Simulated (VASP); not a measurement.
# CuI (Marshite) (F-43m) in VASP: further runs

One crystal, CuI (Marshite), is run at these levels: PBE; tasks: single point, relaxation of cell and atoms.

All numbers are computed with VASP 6.6.1; they aren't measurements. Logs are shortened: lines on timing, memory, paths and dates and some standing lists are left out, and cuts for length are marked.

### 1 Starting point

It takes space group F-43m (No. 216, cubic). Conventional cell: a = 6.079 Å, b = 6.079 Å, c = 6.079 Å, α = 90.00°, β = 90.00°, γ = 90.00°. Cu (site symmetry -43m) has 4 I at 2.63 Å as nearest neighbours. I (site symmetry -43m) has 4 Cu at 2.63 Å as nearest neighbours.

### 2 Single point, PBE

INCAR

```
SYSTEM = CuI
ALGO = Fast
EDIFF = 1E-7
ENCUT = 520
GGA = PE
ISIF = 2
ISMEAR = -1
LASPH = .True.
LCHARG = .False.
LREAL = .False.
LWAVE = .False.
NBANDS = 16
NELM = 100
PREC = Accurate
SIGMA = 0.02
```

KPOINTS

```
k-points
0
Gamma
  6 6 6
  0 0 0
```

POSCAR

```
CuI
1.0
    0.0000000000      3.0394494624      3.0394494624
    3.0394494624      0.0000000000      3.0394494624
    3.0394494624      3.0394494624      0.0000000000
Cu I
1 1
Direct
    0.2500000000      0.2500000000      0.2500000000
    0.0000000000      0.0000000000      0.0000000000
```

Potentials or basis: VASP PAW PBE potentials, release 64 (Cu, I).

Command:

```bash
$ cat potpaw_PBE.64/Cu/POTCAR potpaw_PBE.64/I/POTCAR > POTCAR
$ mpirun -np 1 vasp_std > vasp.out
```

OUTCAR:

```text
SYSTEM = CuI
   EDIFF = 1E-7
   ENCUT = 520
   GGA = PE
   ISIF = 2
   ISMEAR = -1
   LASPH = .True.
   LREAL = .False.
   NELM = 100
   PREC = Accurate

 ion  position               nearest neighbor table
   1  0.250  0.250  0.250-   2 2.63   2 2.63   2 2.63   2 2.63
   2  0.000  0.000  0.000-   1 2.63   1 2.63   1 2.63   1 2.63

  LATTYP: Found a face centered cubic cell.
 ALAT       =     6.0788989248

  Lattice vectors:

 A1 = (   0.0000000000,   3.0394494624,   3.0394494624)
 A2 = (   3.0394494624,   0.0000000000,   3.0394494624)
 A3 = (   3.0394494624,   3.0394494624,   0.0000000000)

Analysis of symmetry for initial positions (statically):
=====================================================================
 Subroutine PRICEL returns:
 Original cell was already a primitive cell.

 Routine SETGRP: Setting up the symmetry group for a
 face centered cubic supercell.

 Subroutine GETGRP returns: Found 24 space group operations
 (whereof 24 operations were pure point group operations)
 out of a pool of 48 trial point group operations.

The static configuration has the point symmetry T_d .

Analysis of symmetry for dynamics (positions and initial velocities):
=====================================================================
 Subroutine PRICEL returns:
 Original cell was already a primitive cell.

 Routine SETGRP: Setting up the symmetry group for a
 face centered cubic supercell.

 Subroutine GETGRP returns: Found 24 space group operations
 (whereof 24 operations were pure point group operations)
 out of a pool of 48 trial point group operations.

The dynamic configuration has the point symmetry T_d .

 Subroutine INISYM returns: Found 24 space group operations
 (whereof 24 operations are pure point group operations),
 and found     1 'primitive' translations

----------------------------------------------------------------------------------------

                                     Primitive cell

  volume of cell :      56.1584

  direct lattice vectors                    reciprocal lattice vectors
     0.000000000  3.039449462  3.039449462    -0.164503475  0.164503475  0.164503475
     3.039449462  0.000000000  3.039449462     0.164503475 -0.164503475  0.164503475
     3.039449462  3.039449462  0.000000000     0.164503475  0.164503475 -0.164503475

  length of vectors
     4.298430652  4.298430652  4.298430652     0.284928377  0.284928377  0.284928377

  position of ions in fractional coordinates (direct lattice)
[... 70 lines left out ...]
   EDIFF  = 0.1E-06   stopping-criterion for ELM
   LREAL  =      F    real-space projection
   EDIFFG = 0.1E-05   stopping-criterion for IOM
   NSW    =      0    number of steps for IOM
   IBRION =     -1    ionic relax: 0-MD 1-quasi-New 2-CG
   NFREE  =      0    steps in history (QN), initial steepest desc. (CG)
   ISIF   =      2    stress and relaxation
   ISYM   =      2    0-nonsym 1-usesym 2-fastsym
   POTIM  = 0.5000    time-step for ionic-motion
   TEBEG  =    0.0;   TEEND  =   0.0 temperature during run
   PSTRESS=    0.0 pullay stress
   NELECT =      18.0000    total number of electrons
   NUPDOWN=      -1.0000    fix difference up-down
   EMIN   =  10.00;   EMAX   =-10.00  energy-range for DOS
   EFERMI =   0.00;   METHOD = LEGACY
   ISMEAR =    -1;   SIGMA  =   0.02  broadening in eV -4-tet -1-fermi 0-gaus
   EFERMI_NEDOS =   21; number of points for ismear=-14 and -15
   IALGO  =     68    algorithm
   IMIX   =      4    mixing-type and parameters
     AMIX     =   0.40;   BMIX     =  1.00
     AMIX_MAG =   1.60;   BMIX_MAG =  1.00
  volume/ion in A,a.u.               =      28.08       189.49
  Fermi-wavevector in a.u.,A,eV,Ry     =   1.120368  2.117189 17.078369  1.255225
  Thomas-Fermi vector in A             =   2.257014
   LORBIT       =      0    0 simple, 1 ext, 2 COOP (PROOUT), +10 PAW based schemes
   GGA     = PE    functional components
   LHFCALC =     F    Hartree Fock is set to
   AEXX    =    0.0000 exact exchange contribution
   IVDW    =     0    specifies the selected vdW correction
   LEPSILON=     F    determine dielectric tensor
   LRPA    =     F    only Hartree local field effects (RPA)
 non-spin polarized calculation
 RMM-DIIS sequential band-by-band and
  energy-cutoff  :      520.00
  volume of cell :       56.16
 maximum number of plane-waves:      1527
   NGX = 15   NGY = 15   NGZ = 15

 number of electron      18.0000011 magnetization

 Free energy of the ion-electron system (eV)
  ---------------------------------------------------
  ext. energy  EPLUGINS =         0.00000000
  ---------------------------------------------------
  free energy    TOTEN  =        -5.56039195 eV

  energy without entropy =       -5.56039195  energy(sigma->0) =       -5.56039195

 E-fermi :   4.7874     XC(G=0):  -8.8997

 val. band max:        4.3475023222   @ k =   0.0000   0.0000   0.0000
 cond. band min:       5.4698125374   @ k =   0.0000   0.0000   0.0000
 fundamental gap:      1.1223102151
 Fermi energy:         4.7873676120

 k-point     1 :       0.0000    0.0000    0.0000
  band No.  band energies     occupation
      1      -9.6214      2.00000
      2       0.7439      2.00000
      3       0.7439      2.00000
      4       0.7439      2.00000
      5       2.5283      2.00000
      6       2.5283      2.00000
[... 281 lines left out ...]
      3       0.1128      2.00000
      4       0.5638      2.00000
      5       2.4835      2.00000
      6       2.4902      2.00000
[... 8 lines left out ...]
     15      15.8263      0.00000
     16      16.3664      0.00000

------------------------ aborting loop because EDIFF is reached ----------------------------------------

  FORCE on cell =-STRESS in cart. coord.  units (eV):
  Direction    XX          YY          ZZ          XY          YZ          ZX
  --------------------------------------------------------------------------------------
  -------------------------------------------------------------------------------------
  Total        0.0231765      0.0231765      0.0231765      0.0000000      0.0000000      0.0000000
  in kB        0.6612165      0.6612165      0.6612165      0.0000000      0.0000000      0.0000000
  external PRESSURE =       0.6612165 kB  Pullay stress =       0.0000000 kB

 VOLUME and BASIS-vectors are now :
 -----------------------------------------------------------------------------
  energy-cutoff  :      520.00
  volume of cell :       56.16
      direct lattice vectors                 reciprocal lattice vectors
     0.000000000  3.039449462  3.039449462    -0.164503475  0.164503475  0.164503475
     3.039449462  0.000000000  3.039449462     0.164503475 -0.164503475  0.164503475
     3.039449462  3.039449462  0.000000000     0.164503475  0.164503475 -0.164503475

 POSITION                                       TOTAL-FORCE (eV/Angst)
 -----------------------------------------------------------------------------------
      1.51972      1.51972      1.51972        -0.000000     -0.000000     -0.000000
      0.00000      0.00000      0.00000         0.000000      0.000000      0.000000
 -----------------------------------------------------------------------------------
    total drift:                                0.000001      0.000001      0.000001

  FREE ENERGIE OF THE ION-ELECTRON SYSTEM (eV)
  ---------------------------------------------------
  free  energy   TOTEN  =        -5.5603919478 eV

  energy  without entropy=       -5.5603919478  energy(sigma->0) =       -5.56039195
```

It took 10 s on 1 thread of AMD EPYC 9R45 (Zen 5), shared host; peak memory 0.15 GiB.

Results:

* Free energy: -5.5604 eV
* Pressure: 0.1 GPa
* Band gap on the k mesh: 1.12 eV, direct

Levels at points of the mesh, in eV from the valence-band top:
```
           k point  band 7  band 8  band 9  band 10  band 11  band 12
(0.00, 0.00, 0.00)    0.00    0.00    0.00     1.12     4.88     4.88
(0.50, 0.00, 0.00)   -1.75   -0.70   -0.70     2.15     5.41     5.41
(0.50, 0.50, 0.00)   -1.73   -1.47   -1.47     2.73     2.91     9.14
```

Caveat: spin-orbit coupling is left out, which moves the levels of the heavy elements. A hybrid or GW would open this gap; PBE tends to underestimate it.

### 3 Relaxation of cell and atoms, PBE

This run uses another cell than the first one, of 27.86 Å³/atom, 0.992 times its volume.

INCAR

```
ALGO     = Fast           # electronic algorithm
EDIFF    = 1E-7           # SCF threshold, eV
EDIFFG   = -0.005         # ionic threshold
ENCUT    = 600            # plane-wave cutoff, eV
GGA      = PE             # functional
IBRION   = 2              # ionic algorithm
ISIF     = 3              # what is computed and relaxed
ISMEAR   = -1             # smearing method
LASPH    = True           # aspherical terms in the spheres
LCHARG   = False          # write CHGCAR
LREAL    = False          # projectors in reciprocal space
LWAVE    = False          # write WAVECAR
NELM     = 100            # most SCF steps
NSW      = 80             # ionic steps
PREC     = Accurate       # precision mode
SIGMA    = 0.02           # smearing width, eV
```

KPOINTS

```
k-points
0
Gamma
  6 6 6
```

POSCAR

```
CuI
1.0
    0.0000000000      3.0315000000      3.0315000000
    3.0315000000      0.0000000000      3.0315000000
    3.0315000000      3.0315000000      0.0000000000
Cu I
1 1
Direct
    0.2500000000      0.2500000000      0.2500000000
    0.0000000000      0.0000000000      0.0000000000
```

Potentials or basis: VASP PAW PBE potentials, release 64 (Cu, I).

Command:

```bash
$ cat potpaw_PBE.64/Cu/POTCAR potpaw_PBE.64/I/POTCAR > POTCAR
$ mpirun -np 1 vasp_std > vasp.out
```

Run time: 37 s. Hardware: 1 thread of AMD EPYC 9R45 (Zen 5), shared host; peak memory 0.18 GiB.

The run converged. Its results:

| Item | Value |
| --- | --- |
| Free energy | -5.5604 eV |
| Relaxed volume | 28.13 Å³/atom |
| Relaxed cell | a = 4.301 Å, b = 4.301 Å, c = 4.301 Å, α = 60.00°, β = 60.00°, γ = 60.00° |
| Space group after relaxing (to 0.05 Å) | F-43m (No. 216) |
| Energy gained by relaxing | 0.3 meV/atom |
| Ionic steps | 4 |
| Pressure after relaxing | 0.0 GPa |
| Band gap on the k mesh | 1.12 eV, direct |

The path:
```csv
step,energy change (eV),largest force (eV/Å),pressure (GPa),volume (Å³)
1,0.0000,0.0000,0.40,55.72
2,-0.0006,0.0000,-0.05,56.28
3,-0.0006,0.0000,0.05,56.23
4,-0.0006,0.0000,-0.01,56.26
```

Final structure:
```
CELL_PARAMETERS angstrom
0.00000 3.04119 3.04119
3.04119 0.00000 3.04119
3.04119 3.04119 0.00000
ATOMIC_POSITIONS crystal
Cu 0.25000 0.25000 0.25000
I 0.00000 0.00000 0.00000
```

Levels at points of the mesh, in eV from the valence-band top:
```tsv
k point	band 7	band 8	band 9	band 10	band 11	band 12
(0.00, 0.00, 0.00)	0.00	0.00	0.00	1.12	4.88	4.88
(0.50, 0.00, 0.00)	-1.74	-0.69	-0.69	2.15	5.41	5.41
(0.50, 0.50, 0.00)	-1.73	-1.46	-1.46	2.74	2.91	9.12
```

Caveat: spin-orbit coupling is left out, which moves the levels of the heavy elements.

### 4 Single point, PBE, non-collinear spin, zero start, spin-orbit coupling

This run uses another cell than the first one, of 27.33 Å³/atom, 0.973 times its volume.

INCAR

```
ALGO = Normal
EDIFF = 1E-6
ENCUT = 520
GGA = PE
GGA_COMPAT = F
ISIF = 2
ISMEAR = -1
LASPH = T
LCHARG = T
LMAXMIX = 4
LORBIT = 11
LORBMOM = T
LREAL = F
LSORBIT = T
LVHAR = T
LWAVE = F
MAGMOM = 0 0 0 0 0 0
NBANDS = 30
NELM = 150
PREC = Accurate
SIGMA = 0.02
```

KPOINTS

```
k-points
0
Gamma
  8 8 8
```

POSCAR

```
CuI
1.0
    0.0000000000      3.0120427040      3.0120427040
    3.0120427040      0.0000000000      3.0120427040
    3.0120427040      3.0120427040      0.0000000000
Cu I
1 1
Direct
    0.2500000000      0.2500000000      0.2500000000
    0.0000000000      0.0000000000      0.0000000000
```

Command:

```bash
$ cat potpaw_PBE.64/Cu/POTCAR potpaw_PBE.64/I/POTCAR > POTCAR
$ mpirun -np 1 vasp_ncl > vasp.out
```

Run time: 80 s. Hardware: 1 thread of AMD EPYC 9R45 (Zen 5), shared host; peak memory 0.34 GiB.

The run converged. Its results:

| Item | Value |
| --- | --- |
| Free energy | -5.6868 eV |
| Pressure | 1.6 GPa |
| Net moment | 0.00 μB per cell |
| Valence electrons inside the program's atomic spheres | Cu 9.94; I 4.31 |

Moments on the atoms (μB; x, y, z):
```
Cu  0.00 0.00 0.00
I   0.00 0.00 0.00
```

### 5 Summary

| task | spin | cell | k mesh | cutoff (eV) | gap on the mesh (eV) | pressure (GPa) |
| --- | --- | --- | --- | --- | --- | --- |
| single point | off | F-43m, 28.08 Å³/atom | 6 × 6 × 6 | 520 | 1.12 | 0.1 |
| relaxation of cell and atoms | off | relaxed | 6 × 6 × 6 | 600 | 1.12 | 0.0 |
| single point | non-collinear, zero start, SOC | F-43m, 27.33 Å³/atom | 8 × 8 × 8 | 520 | - | 1.6 |

Alike in all rows: level PBE; potentials or basis VASP PAW PBE potentials, release 64 (Cu, I); smearing fermi-dirac 0.02 eV.

Caveats: spin-orbit coupling is left out, which moves the levels of the heavy elements (some runs).

Total energies depend on the potentials used, so only differences within one code and one set of settings carry meaning.
